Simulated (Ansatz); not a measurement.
**Notes on Mg$_{2}$Si**

```
CELL_PARAMETERS angstrom
0.00000 3.22968 3.22968
3.22968 0.00000 3.22968
3.22968 3.22968 0.00000
ATOMIC_POSITIONS crystal
Mg 0.25000 0.25000 0.25000
Mg 0.75000 0.75000 0.75000
Si 0.00000 0.00000 0.00000
```

Method: r2SCAN, no spin polarisation; PAW, plane waves to 500 eV, 9×9×9 Γ-centred mesh, fermi-dirac occupations (width 0.1 eV) (Ansatz 0.2.0), atoms fixed.

Question: Describe some of the short contacts.

Answer: Mg–Si at 2.80 Å: least valence density 0.16 e/Å³ and ELF 0.15 there, a closed-shell (ionic or weak) contact. Mg–Mg at 3.23 Å: least valence density 0.09 e/Å³ and ELF 0.36 there. These are pseudo-fields; inside the PAW spheres they differ from the all-electron ones.

Question: Give the Bader charges.

Answer: Bader charges in e: Mg +1.55, Si -3.10. In the mean Mg gives up most and Si takes most.

Question: Metal or insulator? Give the gap.

Answer: The gap is 0.51 eV, indirect (the least direct gap found is 2.14 eV).

Question: Is it stable against the elements?

Answer: -0.19 eV an atom against the elements' usual phases (free molecules for gases, crystals otherwise, with no correction for O₂ or N₂), so it is bound against them; other compounds may still compete. Relaxing would lower it.

Question: What does the stress say?

Answer: The pressure is -3.0 GPa (compression positive), so with the atoms held at these fractions the cell would first shrink.

Origin: a database entry at a rescaled volume.
